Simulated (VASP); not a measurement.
# BN (F-43m) in VASP: a series of runs

Aim: see how the results for BN move with the level of theory and the settings. Levels: PBE, LDA, r2SCAN. Tasks: dielectric tensor, band structure.

All numbers are computed with VASP 6.6.1; they aren't measurements. Logs are shortened: lines on timing, memory, paths and dates and some standing lists are left out, and cuts for length are marked.

**The experiment to reproduce.**

A printed reference work, monograph reports, for a bulk crystal of BN at 300 K: band gap 6.4 eV (indirect).

The results are compared with them further down.

**1. Starting point**

Symmetry: F-43m, No. 216, cubic system. The conventional cell has a = 3.625 Å, b = 3.625 Å, c = 3.625 Å, α = 90.00°, β = 90.00°, γ = 90.00°. B (site symmetry -43m) has 4 N at 1.57 Å as nearest neighbours. Around N (site symmetry -43m) lie 4 B at 1.57 Å.

The cell is a database's computed one.

**2. Dielectric tensor, PBE**

INCAR

```
SYSTEM = BN
PREC = Accurate
ENCUT = 450
EDIFF = 1E-8
ISMEAR = 0
SIGMA = 0.02
LREAL = .False.
LASPH = .True.
NELM = 120
ALGO = Normal
ISIF = 2
LWAVE = .False.
LCHARG = .False.
GGA = PE
LEPSILON = .True.
IBRION = 8
KPAR = 2
```

KPOINTS

```
regular mesh
0
Gamma
  16 16 16
  0 0 0
```

POSCAR

```
BN                                      
1.0
    0.0000000000      1.8122866047      1.8122866047
    1.8122866047      0.0000000000      1.8122866047
    1.8122866047      1.8122866047      0.0000000000
  B               N             
     1     1
Direct
     0.0000000000000000    0.0000000000000000    0.0000000000000000
     0.2500000000000000    0.2500000000000000    0.2500000000000000
```

Potentials or basis: VASP PAW PBE potentials, release 64 (B, N).

Launch:

```console
$ cat potpaw_PBE.64/B/POTCAR potpaw_PBE.64/N/POTCAR > POTCAR
$ mpirun -np 2 vasp_std > vasp.out
```

OUTCAR:

```text
SYSTEM = BN
   PREC = Accurate
   ENCUT = 450
   EDIFF = 1E-8
   ISMEAR = 0
   LREAL = .False.
   LASPH = .True.
   NELM = 120
   ISIF = 2
   GGA = PE
   LEPSILON = .True.
   IBRION = 8

 ion  position               nearest neighbor table
   1  0.000  0.000  0.000-   2 1.57   2 1.57   2 1.57   2 1.57
   2  0.250  0.250  0.250-   1 1.57   1 1.57   1 1.57   1 1.57

  LATTYP: Found a face centered cubic cell.
 ALAT       =     3.6245732094

  Lattice vectors:

 A1 = (   0.0000000000,   1.8122866047,   1.8122866047)
 A2 = (   1.8122866047,   0.0000000000,   1.8122866047)
 A3 = (   1.8122866047,   1.8122866047,   0.0000000000)

Analysis of symmetry for initial positions (statically):
=====================================================================
 Subroutine PRICEL returns:
 Original cell was already a primitive cell.

 Routine SETGRP: Setting up the symmetry group for a
 face centered cubic supercell.

 Subroutine GETGRP returns: Found 24 space group operations
 (whereof 24 operations were pure point group operations)
 out of a pool of 48 trial point group operations.

The static configuration has the point symmetry T_d .

Analysis of symmetry for dynamics (positions and initial velocities):
=====================================================================
 Subroutine PRICEL returns:
 Original cell was already a primitive cell.

 Routine SETGRP: Setting up the symmetry group for a
 face centered cubic supercell.

 Subroutine GETGRP returns: Found 24 space group operations
 (whereof 24 operations were pure point group operations)
 out of a pool of 48 trial point group operations.

The dynamic configuration has the point symmetry T_d .

 Subroutine INISYM returns: Found 24 space group operations
 (whereof 24 operations are pure point group operations),
 and found     1 'primitive' translations

----------------------------------------------------------------------------------------

                                     Primitive cell

  volume of cell :      11.9045

  direct lattice vectors                    reciprocal lattice vectors
     0.000000000  1.812286605  1.812286605    -0.275894552  0.275894552  0.275894552
     1.812286605  0.000000000  1.812286605     0.275894552 -0.275894552  0.275894552
     1.812286605  1.812286605  0.000000000     0.275894552  0.275894552 -0.275894552

  length of vectors
     2.562960295  2.562960295  2.562960295     0.477863381  0.477863381  0.477863381

  position of ions in fractional coordinates (direct lattice)
     0.000000000  0.000000000  0.000000000
     0.250000000  0.250000000  0.250000000

  ion indices of the primitive-cell ions
   primitive index   ion index
                 1           1
                 2           2

----------------------------------------------------------------------------------------

 KPOINTS: regular mesh

Automatic generation of k-mesh.
 Grid dimensions read from file:
 generate k-points for:   16   16   16

 Generating k-lattice:

  Cartesian coordinates                     Fractional coordinates (reciprocal lattice)
    -0.017243409  0.017243409  0.017243409     0.062500000  0.000000000  0.000000000
     0.017243409 -0.017243409  0.017243409     0.000000000  0.062500000  0.000000000
     0.017243409  0.017243409 -0.017243409     0.000000000  0.000000000  0.062500000

  Length of vectors
     0.029866461  0.029866461  0.029866461

  Shift w.r.t. Gamma in fractional coordinates (k-lattice)
     0.000000000  0.000000000  0.000000000

 Subroutine IBZKPT returns following result:
 ===========================================

 Found    145 irreducible k-points:

[... 374 lines left out ...]
     0.000000000  1.812286605  1.812286605    -0.275894552  0.275894552  0.275894552
     1.812286605  0.000000000  1.812286605     0.275894552 -0.275894552  0.275894552
     1.812286605  1.812286605  0.000000000     0.275894552  0.275894552 -0.275894552

 POSITION                                       TOTAL-FORCE (eV/Angst)
 -----------------------------------------------------------------------------------
      0.00000      0.00000      0.00000        -0.000000     -0.000000     -0.000000
      0.90614      0.90614      0.90614         0.000000      0.000000      0.000000
 -----------------------------------------------------------------------------------
    total drift:                                0.000001      0.000001      0.000000

  FREE ENERGIE OF THE ION-ELECTRON SYSTEM (eV)
  ---------------------------------------------------
  free  energy   TOTEN  =       -17.4541100668 eV

  energy  without entropy=      -17.4541100668  energy(sigma->0) =      -17.45411007

 HEAD OF MICROSCOPIC STATIC DIELECTRIC TENSOR (INDEPENDENT PARTICLE, excluding Hartree and local field effects)
 ------------------------------------------------------
           4.706716    -0.000000     0.000000
           0.000000     4.706716     0.000000
          -0.000000     0.000000     4.706716
 ------------------------------------------------------

 Free energy of the ion-electron system (eV)
  ---------------------------------------------------
  ---------------------------------------------------
  free energy    TOTEN  =        -0.12861601 eV

  energy without entropy =       -0.12861601

------------------------ aborting loop because EDIFF is reached ----------------------------------------

--------------------------------------- Ionic step        2  -------------------------------------------

------------------------ aborting loop because EDIFF is reached ----------------------------------------

--------------------------------------- Ionic step        3  -------------------------------------------

------------------------ aborting loop because EDIFF is reached ----------------------------------------

 PIEZOELECTRIC TENSOR FIELD DIRECTION 3  (e Angst)
 -----------------------------------------------------------------------------
    -0.00034 -0.76962  0.00000           ( -0.00000 -0.00471  0.00000)
    -0.76962 -0.00034  0.00000           ( -0.00471 -0.00000  0.00000)
     0.00000  0.00000  0.00028           (  0.00000  0.00000 -0.00000)

 PIEZOELECTRIC TENSOR FIELD DIRECTION 3  (C/m^2)
 -----------------------------------------------------------------------------
    -0.00046 -1.03580  0.00000
    -1.03580 -0.00046  0.00000
     0.00000  0.00000  0.00037

--------------------------------------- Ionic step        4  -------------------------------------------

------------------------ aborting loop because EDIFF is reached ----------------------------------------

[... ionic steps 5 to 6 ...]

--------------------------------------- Ionic step        7  -------------------------------------------

 Free energy of the ion-electron system (eV)
  ---------------------------------------------------
  ---------------------------------------------------
  free energy    TOTEN  =        -0.23034098 eV

  energy without entropy =       -0.23034098

------------------------ aborting loop because EDIFF is reached ----------------------------------------

 INTERNAL STRAIN TENSOR  FOR ION    2  DIRECTION 1   (eV/Angst):
 -----------------------------------------------------------------------------
    -0.00880  0.00000  0.00000
     0.00000  0.00519 -1.53347
     0.00000 -1.53347  0.00519

 MACROSCOPIC STATIC DIELECTRIC TENSOR (including local field effects in DFT)
 ------------------------------------------------------
           4.613243    -0.000000    -0.000000
           0.000000     4.613243     0.000000
          -0.000000     0.000000     4.613243
 ------------------------------------------------------

 PIEZOELECTRIC TENSOR (including local field effects)  for field in x, y, z        (e  Angst)
          XX          YY          ZZ          XY          YZ          ZX
  --------------------------------------------------------------------------------
  x     0.00000     0.00000     0.00000     0.00000    -0.76983     0.00000
  y    -0.00000     0.00000    -0.00000     0.00000     0.00000    -0.76983
  z     0.00000    -0.00000    -0.00000    -0.76983     0.00000     0.00000

 PIEZOELECTRIC TENSOR (including local field effects)  for field in x, y, z        (C/m^2)
          XX          YY          ZZ          XY          YZ          ZX
  --------------------------------------------------------------------------------
  x     0.00000     0.00000     0.00000     0.00000    -1.03608     0.00000
  y    -0.00000     0.00000    -0.00000     0.00000     0.00000    -1.03608
  z     0.00000    -0.00000    -0.00000    -1.03608     0.00000     0.00000

 BORN EFFECTIVE CHARGES (including local field effects) (in |e|, cummulative output)
 ---------------------------------------------------------------------------------
 ion    1
    1     1.90923    -0.00000    -0.00000
    2     0.00000     1.90923     0.00000
    3     0.00000     0.00000     1.90923
 ion    2
    1    -1.90923     0.00000     0.00000
    2     0.00000    -1.90923     0.00000
    3     0.00000     0.00000    -1.90923

 INTERNAL STRAIN TENSOR FOR ION    2 for displacements in x,y,z  (eV/Angst):
          X           Y           Z          XY          YZ          ZX
  --------------------------------------------------------------------------------
  x    -0.00000     0.00000     0.00000     0.00000    -1.53347     0.00000
  y     0.00000    -0.00000     0.00000     0.00000     0.00000    -1.53347
  z     0.00000     0.00000    -0.00000    -1.53347     0.00000     0.00000

 SECOND DERIVATIVES (NOT SYMMETRIZED)
 ------------------------------------
               1X          1Y          1Z          2X          2Y          2Z
  1X   -23.838089    0.000000    0.000000   23.838089    0.000000    0.000000
  1Y     0.000000  -23.838089    0.000000    0.000000   23.838089    0.000000
  1Z     0.000000    0.000000  -23.838089    0.000000    0.000000   23.838089
  2X    23.852029    0.000000    0.000000  -23.852029    0.000000    0.000000
  2Y     0.000000   23.852029    0.000000    0.000000  -23.852029    0.000000
  2Z     0.000000    0.000000   23.852029    0.000000    0.000000  -23.852029

 Eigenvectors and eigenvalues of the dynamical matrix
 ----------------------------------------------------

   1 f  =   30.907238 THz   194.195903 2PiTHz 1030.954485 cm-1   127.822008 meV
             X         Y         Z           dx          dy          dz
      0.000000  0.000000  0.000000     0.738953   -0.112547   -0.073633
      0.906143  0.906143  0.906143    -0.649527    0.098926    0.064722
[... 21 lines left out ...]
   6 f/i=    0.004480 THz     0.028147 2PiTHz    0.149430 cm-1     0.018527 meV
             X         Y         Z           dx          dy          dz
      0.000000  0.000000  0.000000     0.043102    0.195301    0.629174
      0.906143  0.906143  0.906143     0.049036    0.222190    0.715798

--------------------------------------------------------------------------------------------------------

 MACROSCOPIC STATIC DIELECTRIC TENSOR IONIC CONTRIBUTION
 ------------------------------------------------------
           2.323668    -0.000000     0.000000
          -0.000000     2.323668     0.000000
           0.000000     0.000000     2.323668
 ------------------------------------------------------

 ELASTIC MODULI CONTR FROM IONIC RELAXATION (kBar)
 Direction    XX          YY          ZZ          XY          YZ          ZX
 --------------------------------------------------------------------------------
 XX          -0.0000      0.0000      0.0000      0.0000     -0.0000      0.0000
 YY           0.0000     -0.0000     -0.0000      0.0000      0.0000     -0.0000
 ZZ           0.0000     -0.0000     -0.0000     -0.0000      0.0000      0.0000
 XY           0.0000      0.0000     -0.0000    -11.8028     -0.0000     -0.0000
 YZ          -0.0000      0.0000      0.0000     -0.0000    -11.8028      0.0000
 ZX           0.0000     -0.0000      0.0000     -0.0000      0.0000    -11.8028
 --------------------------------------------------------------------------------

 PIEZOELECTRIC TENSOR IONIC CONTR  for field in x, y, z        (C/m^2)
          XX          YY          ZZ          XY          YZ          ZX
  --------------------------------------------------------------------------------
  x     0.00000    -0.00000    -0.00000     0.00000     0.15583    -0.00000
  y    -0.00000     0.00000    -0.00000     0.00000    -0.00000     0.15583
  z    -0.00000    -0.00000     0.00000     0.15583     0.00000     0.00000
```

It took 2.8 min on 2 MPI ranks of Intel Xeon Platinum 8259CL at 2.50GHz (Skylake/Cascade Lake), shared host; peak memory 0.23 GiB.

Results:

| Property | Result |
| --- | --- |
| Band gap on the k mesh | 4.45 eV, indirect (least direct gap 8.78 eV) |
| Electronic dielectric tensor (diagonal) | 4.61 |
| Born charges (mean of the diagonal) | B +1.91; N -1.91 e |
| Highest phonon frequency at Γ, LO-TO splitting left out | 1031 cm⁻¹ |

Phonon frequencies in cm⁻¹ (negative: imaginary):
```
              q point           frequencies
(0.000, 0.000, 0.000)  0 0 0 1031 1031 1031
```

Electronic dielectric tensor:
```
4.61 0.00 0.00
0.00 4.61 0.00
0.00 0.00 4.61
```

Born effective charge tensors (e):
atom 1, B
```
1.91 0.00 0.00
0.00 1.91 0.00
0.00 0.00 1.91
```
atom 2, N
```
-1.91  0.00  0.00
 0.00 -1.91  0.00
 0.00  0.00 -1.91
```

(Continued in part 2 of 2.)
